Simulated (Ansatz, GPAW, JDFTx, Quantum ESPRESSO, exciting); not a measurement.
## One calculation of KBr, 5 ways

```
Br K
1.0
     0.00000    3.30000    3.30000
     3.30000    0.00000    3.30000
     3.30000    3.30000    0.00000
Br K
1 1
Direct
  0.50000 0.50000 0.50000
  0.00000 0.00000 0.00000
```

Alike in all runs: task band structure; functional LDA; k mesh 7 × 7 × 7; occupations fermi-dirac, width 0.05 eV; no spin polarisation; no spin-orbit coupling. LDA stands for any of its common fits. Pressure is positive in compression and, in plane waves, holds the error of the finite cutoff. Gaps are the smaller of the mesh's and the band path's.

| program and potentials | plane-wave cutoff (eV) | notes | band gap (eV) | pressure (GPa) |
| --- | --- | --- | --- | --- |
| Quantum ESPRESSO, PseudoDojo 0.4.1 SR LDA standard | 980 | - | 4.03 | -1.66 |
| JDFTx, PseudoDojo-SR-LDA-0.4.1-standard with smoothed tails | 980 | - | 4.03 | - |
| exciting, all-electron LAPW+lo, shipped species files, valence relativity iora* | - | - | 4.03 | - |
| Ansatz, all-electron LAPW, scalar-relativistic | - | - | ? | ? |
| GPAW, the program's PAW data sets (release 1.2.1) made for this functional | 600 | - | 4.04 | -1.66 |

Problem. Estimate from the other rows what the run with Ansatz, all-electron LAPW, scalar-relativistic gave.

Solution. Band gap 4.03 eV; pressure -1.64 GPa. The other rows, which needn't bracket it: band gap 4.03 to 4.04; pressure -1.66.
